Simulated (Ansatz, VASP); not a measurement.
LiF: VASP beside Ansatz

```
Li F
1.0
     0.00000    2.01400    2.01400
     2.01400    0.00000    2.01400
     2.01400    2.01400    0.00000
Li F
1 1
Direct
  0.00000 0.00000 0.00000
  0.50000 0.50000 0.50000
```

Alike in both runs: task electric field gradients; functional r2SCAN; k mesh 10 × 10 × 10; occupations fermi-dirac, width 0.03 eV; no spin polarisation.

|  | VASP | Ansatz |
| --- | --- | --- |
| version | VASP 6.6.1 | Ansatz 0.2.0 |
| potentials or method | VASP PAW PBE potentials, release 64 (Li_sv, F) | PAW with Ansatz's default frozen-core files, scalar-relativistic |
| plane-wave cutoff (eV) | 520 | 500 |
| valence electrons in the cell | 10 | 10 |

```tsv
	VASP	Ansatz	Ansatz less VASP
gap on the k mesh at the Fermi level (eV)	10.27	10.06	-0.206
Vzz of the field gradient on the site that differs most (V/Å²)	0.0	0.0	0.00
```

 A k mesh can miss the band edges. r2SCAN opens gaps a little over a GGA but as a rule still falls short of measured ones.
